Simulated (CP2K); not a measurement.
O in CP2K: the effect of functional

Crystal: O.

```xyz
2
Lattice="3.3006 0.0000 0.0000 1.6260 2.8723 0.0000 -2.0686 -1.2060 3.6471" Properties=species:S:1:pos:R:3 pbc="T T T"
O     3.0545    1.7808    3.0797
O    -0.1964   -0.1145    0.5674
```

Alike in all runs:

| Property | Result |
| --- | --- |
| Program | CP2K 2026.2 |
| Task | single point |
| Potentials or basis | POTENTIAL_UZH O GTH-PBE-q6; TZVP-MOLOPT-PBE-GTH basis |
| Density cutoff | 11565 eV |
| k mesh | 10 × 10 × 7 |
| Occupations | fermi-dirac, width 0.05 eV |
| Spin | no spin polarisation |

```tsv
functional	pressure (GPa)	largest force (eV/Å)
LDA	-2.9	0.61
PBEsol	-1.2	0.59
BEEF-vdW	-0.5	0.74
BLYP	1.8	1.70
HLE16	?	?
r2SCAN	-2.0	0.55
```

Question: What does the run with functional HLE16 give?

Answer: Pressure -10.6 GPa; largest force 6.33 eV/Å.

Caveats: the potentials were made for another functional, which shifts forces and pressure; spin is off for a triplet molecule; the basis of atomic orbitals isn't converged, which shifts pressures, moduli and gaps; the potentials were made for a functional far from this one (some runs).

Runs at the PBE level aren't shown here.
